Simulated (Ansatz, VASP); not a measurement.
**Cross-check of AlN between VASP and Ansatz**

One calculation is typed for both programs; each brings its own data sets and cutoff. How far apart do they land? The cell is taken from a series of VASP runs on this material, whose earlier steps may have relaxed, scaled or displaced it; both programs get it as it stands.

Calculated with Ansatz 0.2.0; plane waves, with VASP 6.6.1 beside it; band structure at HSE06.

### Step 1. The starting structure

It takes space group F-43m (No. 216, cubic). Conventional cell: a = 4.368 Å, b = 4.368 Å, c = 4.368 Å, α = 90.00°, β = 90.00°, γ = 90.00°. Nearest to Al lie 4 N at 1.89 Å. Nearest to N lie 4 Al at 1.89 Å. Farther neighbours and most contacts between anions are not listed.

### Step 2. VASP: band structure, HSE06

Levels along a path test the potential and the projectors away from the mesh points.

Lines of VASP's logs that name or quote its potential files are left out, and so is its time.

The run reads the wave functions of an earlier VASP run, which isn't shown here.

INCAR reads:

```
SYSTEM = AlN
PREC = Accurate
ENCUT = 520
EDIFF = 1E-06
NELM = 100
ISMEAR = 0
SIGMA = 0.02
LREAL = .FALSE.
ALGO = Normal
LHFCALC = .TRUE.
AEXX = 0.25
GGA = PE
HFSCREEN = 0.2
LASPH = .TRUE.
NBANDS = 10
PRECFOCK = Fast
LORBIT = 11
LWAVE = .FALSE.
LCHARG = .FALSE.
KPAR = 4
ISIF = 2
```

POSCAR reads:

```
AlN
1.0
    0.0000000000      2.1839940000      2.1839940000
    2.1839940000      0.0000000000      2.1839940000
    2.1839940000      2.1839940000      0.0000000000
Al N
1 1
Direct
    0.0000000000      0.0000000000      0.0000000000
    0.7500000000      0.7500000000      0.7500000000
```

KPOINTS reads:

```
Automatic mesh
0
Gamma
6 6 6
0 0 0
```

KPOINTS_OPT reads:

```
Line mode
8
Line-mode
Reciprocal
  0.00000000   0.00000000   0.00000000 GAMMA
  0.50000000   0.00000000   0.50000000 X

  0.50000000   0.00000000   0.50000000 X
  0.50000000   0.25000000   0.75000000 W

  0.50000000   0.25000000   0.75000000 W
  0.37500000   0.37500000   0.75000000 K

  0.37500000   0.37500000   0.75000000 K
  0.00000000   0.00000000   0.00000000 GAMMA

  0.00000000   0.00000000   0.00000000 GAMMA
  0.50000000   0.50000000   0.50000000 L

  0.50000000   0.50000000   0.50000000 L
  0.62500000   0.25000000   0.62500000 U

  0.62500000   0.25000000   0.62500000 U
  0.50000000   0.25000000   0.75000000 W

  0.50000000   0.25000000   0.75000000 W
  0.50000000   0.50000000   0.50000000 L

  0.50000000   0.50000000   0.50000000 L
  0.37500000   0.37500000   0.75000000 K

  0.62500000   0.25000000   0.62500000 U
  0.50000000   0.00000000   0.50000000 X
```

The projector-augmented-wave data sets are Al and N (PBE family, release 64).

Run with:

```
$ mpirun -np 4 vasp_std
```

Numbers of over 12 decimals in the logs are rounded to 6 here.

What it wrote:

```text
[banner, memory and clock lines left out]
running    4 mpi-ranks, on    1 nodes
 distrk:  each k-point on    1 cores,    4 groups
 distr:  one band on    1 cores,    1 groups

 POSCAR found type information on POSCAR AlN
 POSCAR found :  2 types and       2 ions
 LDA part: xc-table for (Slater+PW92), standard interpolation
 found WAVECAR, reading the header
 POSCAR, INCAR and KPOINTS ok, starting setup
 FFT: planning ... GRIDC
 FFT: planning ... GRID_SOFT
 FFT: planning ... GRID
 reading WAVECAR
 the WAVECAR file was read successfully
 initial charge from wavefunction
 entering main loop
       N       E                     dE             d eps       ncg     rms          rms(c)
DAV:   1    -0.174259660986E+02   -0.17426E+02   -0.56233E-01   366   0.474E+00    0.885E+00
DAV:   2    -0.174288780167E+02   -0.29119E-02   -0.79144E-03   342   0.784E-01    0.573E+00
DAV:   3    -0.174282895434E+02    0.58847E-03   -0.19416E-04   352   0.121E-01    0.357E+00
DAV:   4    -0.174280675226E+02    0.22202E-03   -0.52761E-05   384   0.565E-02    0.210E+00
DAV:   5    -0.174279938835E+02    0.73639E-04   -0.19132E-05   438   0.348E-02    0.121E+00
DAV:   6    -0.174279682681E+02    0.25615E-04   -0.64255E-06   392   0.223E-02    0.702E-01
DAV:   7    -0.174279606133E+02    0.76548E-05   -0.20912E-06   320   0.129E-02    0.407E-01
DAV:   8    -0.174279577138E+02    0.28995E-05   -0.73958E-07   172   0.773E-03    0.238E-01
DAV:   9    -0.174279570662E+02    0.64757E-06   -0.36687E-07   174   0.552E-03
   1 F= -.17427957E+02 E0= -.17427957E+02  d E =-.379297E-39
 Start KPOINTS_OPT (optional k-point list driver)
k-point batch [1-16\80]
       N       E                     dE             ncg
DAV:   1     0.411954344556E+03   -0.41369E+04      320
DAV:   2    -0.321352301627E+02   -0.44409E+03      410
DAV:   3    -0.542272989824E+02   -0.22092E+02      366
DAV:   4    -0.544817922455E+02   -0.25449E+00      390
DAV:   5    -0.544843453722E+02   -0.25531E-02      390
DAV:   6    -0.544843921193E+02   -0.46747E-04      444
DAV:   7    -0.544843925494E+02   -0.43012E-06      300
[...]
k-point batch [65-80\80]
       N       E                     dE             ncg
DAV:   1     0.315620404137E+03   -0.51172E+04      320
DAV:   2    -0.758104710067E+02   -0.39143E+03      424
DAV:   3    -0.924180535097E+02   -0.16608E+02      368
DAV:   4    -0.926276642497E+02   -0.20961E+00      388
DAV:   5    -0.926301341002E+02   -0.24699E-02      380
DAV:   6    -0.926301974153E+02   -0.63315E-04      428
DAV:   7    -0.926301982167E+02   -0.80141E-06      326
```

OUTCAR, selected parts (step 2):

```text
ion  position               nearest neighbor table
   1  0.000  0.000  0.000-   2 1.89   2 1.89   2 1.89   2 1.89
   2  0.750  0.750  0.750-   1 1.89   1 1.89   1 1.89   1 1.89

  LATTYP: Found a face centered cubic cell.
 ALAT       =     4.3679880000

 Subroutine GETGRP returns: Found 24 space group operations
 (whereof 24 operations were pure point group operations)

The static configuration has the point symmetry T_d .

 Found     16 irreducible k-points:

   k-points           NKPTS =     16   k-points in BZ     NKDIM =    216   number of bands    NBANDS=     10

   dimension x,y,z NGX =    24 NGY =   24 NGZ =   24
   dimension x,y,z NGXF=    48 NGYF=   48 NGZF=   48

   ENCUT  =  520.0 eV  38.22 Ry    6.18 a.u.   5.74  5.74  5.74*2*pi/ulx,y,z

   NELECT =       8.0000    total number of electrons

 k-points in reciprocal lattice and weights: Automatic mesh
   0.00000000  0.00000000  0.00000000       0.005
   0.16666667  0.00000000  0.00000000       0.037
   0.33333333  0.00000000  0.00000000       0.037
   0.50000000  0.00000000  0.00000000       0.019
   0.16666667  0.16666667  0.00000000       0.028
   0.33333333  0.16666667  0.00000000       0.111
   0.50000000  0.16666667  0.00000000       0.111
  -0.33333333  0.16666667  0.00000000       0.111
  -0.16666667  0.16666667  0.00000000       0.056
[...]
-0.33333333  0.33333333  0.16666667       0.111
  -0.33333333  0.50000000  0.16666667       0.056

  exchange ACFDT corr.  =         0.00000000  see jH, gK, PRB 81, 115126

 average (electrostatic) potential at core
       1 -67.6546       2 -54.8783

 E-fermi :   5.2135

 k-point     1 :       0.0000    0.0000    0.0000
  band No.  band energies     occupation
      1     -11.4483      2.00000
      2       5.0324      2.00000
      3       5.0324      2.00000
      4       5.0324      2.00000
      5      10.6057      0.00000
      6      19.2975      0.00000
      7      19.2975      0.00000
      8      19.2975      0.00000
      9      24.6545      0.00000
    ...

 k-point     2 :       0.1667    0.0000    0.0000
  band No.  band energies     occupation
      1     -11.0222      2.00000
      2       3.0626      2.00000
      3       4.8855      2.00000
      4       4.8855      2.00000
      5      12.0950      0.00000
      6      18.3948      0.00000
      7      19.4923      0.00000
      8      19.4923      0.00000
      9      22.7338      0.00000
    ...

 k-point     3 :       0.3333    0.0000    0.0000
  band No.  band energies     occupation
      1      -9.9687      2.00000
      2       0.1041      2.00000
      3       4.6190      2.00000
      4       4.6191      2.00000
      5      13.5720      0.00000
      6      17.2005      0.00000
      7      18.4328      0.00000
      8      18.4328      0.00000
      9      24.2185      0.00000
    ...

  Total       -0.0740303     -0.0740303     -0.0740303     -0.0000000      0.0000000     -0.0000000
  in kB       -5.6929316     -5.6929316     -5.6929316     -0.0000000      0.0000000     -0.0000000
  external PRESSURE =      -5.6929316 kB  Pullay stress =       0.0000000 kB

  energy-cutoff  :      520.00
  volume of cell :       20.83
      direct lattice vectors                 reciprocal lattice vectors
     0.000000000  2.183994000  2.183994000    -0.228938358  0.228938358  0.228938358
     2.183994000  0.000000000  2.183994000     0.228938358 -0.228938358  0.228938358
     2.183994000  2.183994000  0.000000000     0.228938358  0.228938358 -0.228938358

 POSITION                                       TOTAL-FORCE (eV/Angst)
 -----------------------------------------------------------------------------------
      0.00000      0.00000      0.00000        -0.000000     -0.000000      0.000000
      3.27599      3.27599      3.27599         0.000000      0.000000     -0.000000
 -----------------------------------------------------------------------------------
    total drift:                               -0.000002     -0.000000     -0.000000

  FREE ENERGIE OF THE ION-ELECTRON SYSTEM (eV)
  ---------------------------------------------------
  free  energy   TOTEN  =       -17.4279570662 eV

  energy  without entropy=      -17.4279570662  energy(sigma->0) =      -17.42795707

 total charge
# of ion       s       p       d       tot
------------------------------------------
    1        0.423   0.462   0.000   0.885
    2        1.223   2.650   0.000   3.873
--------------------------------------------------
tot          1.646   3.112   0.000   4.758

[... 3 further parts left out ...]
```

The run ends at a pressure of -0.57 GPa.

(Part 1 of 2 ends here.)

[Lines on the potential files, build, host, timing and source positions are cut from VASP's logs without a mark.]

[Logs are printed without paths, hosts, clocks, repeated set-up lines and the standing remarks that a program may print on its own settings, such as how far it seeks lower states.]

[Hosts, paths, dates, database ids (printed as entryN), source tags and the programs' standing remarks are cut or masked in the printed files.]
